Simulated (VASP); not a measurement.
Runs of VASP 6.6.1 on Mo. It takes space group P6_3/mmc (No. 194, hexagonal). Conventional cell: a = 2.732 Å, b = 2.732 Å, c = 4.841 Å, α = 90.00°, β = 90.00°, γ = 120.00°. Around Mo (site symmetry -6m2) lie 12 Mo at 2.73 to 2.89 Å. This isn't the form of Mo at room conditions, which is bcc.

```csv
level,k mesh,cutoff (eV),smearing,gap on the mesh (eV),pressure (GPa)
PBEsol,18 × 18 × 10,900,gaussian 0.1 eV,none,0.1
PBEsol,18 × 18 × 10,700,gaussian 0.1 eV,none,0.1
PBEsol,27 × 27 × 14,520,gaussian 0.1 eV,none,0.0
PBEsol,18 × 18 × 10,520,gaussian 0.5 eV,none,(a)
r2SCAN,18 × 18 × 10,520,gaussian 0.1 eV,none,6.0
```

Alike in all rows: task single point; potentials or basis VASP PAW PBE potentials, release 64 (Mo_sv); no spin polarisation; cell as given.

Problem. Fill in the values left out.

Solution. (a) 0.8.

Caveats: the PAW data sets were made with another functional, which shifts forces and pressure a little.

A k mesh can miss the band edges, and the runs leave out spin-orbit coupling on Mo.

A gap of «none» marks a metal or a gap under the smearing width.

Not every run made on this cell is shown here.
